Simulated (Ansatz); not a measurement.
## Which way does PbO + ZnSe ⇌ PbSe + ZnO run?

Plane-wave DFT in Ansatz with scalar-relativistic PAW potentials, cutoff 420 eV, Γ-centred meshes chosen by cell and gap, Gaussian smearing with energies taken to zero width. Every cell was relaxed (cell and atoms) in a run of its own, within the symmetry of its start. Functional: PBE.

Total energies hold large constants for each element; a whole number of eV per atom of each element is taken off below, which cancels in a balanced reaction.

| compound | lowest structure computed | structures tried | V (Å³/atom) | gap on mesh (eV) | E (eV per formula unit, common shift removed) |
| --- | --- | --- | --- | --- | --- |
| PbO | P4/nmm | 8 | 22.87 | 1.77 | -2.5736 |
| ZnSe | F-43m | 2 | 23.54 | 1.15 | -1.5364 |
| PbSe | Fm-3m | 4 | 30.05 | 0.43 | -1.6225 |
| ZnO | P6_3mc | 4 | 12.32 | 0.74 | -2.8466 |

Task: Work out the reaction energy at 0 K.

Result: ΔE = E(PbSe) + E(ZnO) − E(PbO) − E(ZnSe) = -0.359 eV, or -35 kJ per mole of reaction (-90 meV/atom). The right side is lower: Pb takes Se and Zn takes O. Pauling's electronegativities (Zn 1.65, Pb 1.87; O 3.44, Se 2.55) would pair Zn with O, the most ionic bond; the result follows that. All four are computed as solids; where they are solids at ordinary conditions entropy changes little. A lower structure that wasn't tried would shift the value, and mixed crystals may lie lower than either side.

Spin-orbit coupling is left out, which matters for the bands of heavy elements. Each cell of PbO holds layers, and where no dispersion correction was added their binding is poorly described. For Tl, Pb and Bi spin-orbit coupling shifts energies too.